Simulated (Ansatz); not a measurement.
## CoO: pressure against volume

CoO, I4/mmm, a = 2.998 Å, c = 4.531 Å. This isn't the usual stable structure of the compound. Ansatz: PBE+U, PAW, 420 eV, Γ-centred 16×16×16 mesh on 2 atoms, Gaussian smearing 0.01 eV; U_eff Co 3.32 eV; collinear spin, largest moment 2.6 μB. Shape and atoms are relaxed at each volume; pressure is positive in compression.

| V (Å³/atom) | P (GPa) |
| --- | --- |
| 9.568 | 11.54 |
| 9.873 | 5.32 |
| 10.179 | 0.01 |
| 10.484 | ? |
| 10.789 | -8.03 |

**Question.** Take V0 = 10.179 Å³/atom, count pressures from its P0 = 0.01 GPa, fit the third-order Birch–Murnaghan form to the other rows, and predict the missing pressure.

**Answer.** With the Eulerian strain f = ½[(V0/V)^(2/3) − 1] and y = (P − P0)/[3f(1 + 2f)^(5/2)], the form is the line y = B0 + 1.5 B0 (B0′ − 4) f. Rows (f, y): 0.02107, 164.5; 0.01028, 163.6; -0.01903, 155.2. Means f = 0.004107, y = 161.10; Σ(Δf)² = 0.0008612, ΣΔfΔy = 0.2096; the slope is their ratio. y = 160.1 + 243.4 f GPa, so B0 = 160.1 GPa and B0′ = 4 + 2 × (243.4)/(3 × 160.1) = 5.01. At V = 10.484, f = -0.00974, y = 157.73 and P = -4.38 GPa. The run gave -4.43 GPa, so the fit is 0.05 GPa too high, within twice the rms miss on the fitted rows (0.04 GPa).

The state reached may not be the lowest one. The cell holds one magnetic atom, so it can only be ferromagnetic; an antiferromagnetic order may lie lower. Where the gap has closed, the smearing of 0.02 eV or less is narrow for a metal on this mesh.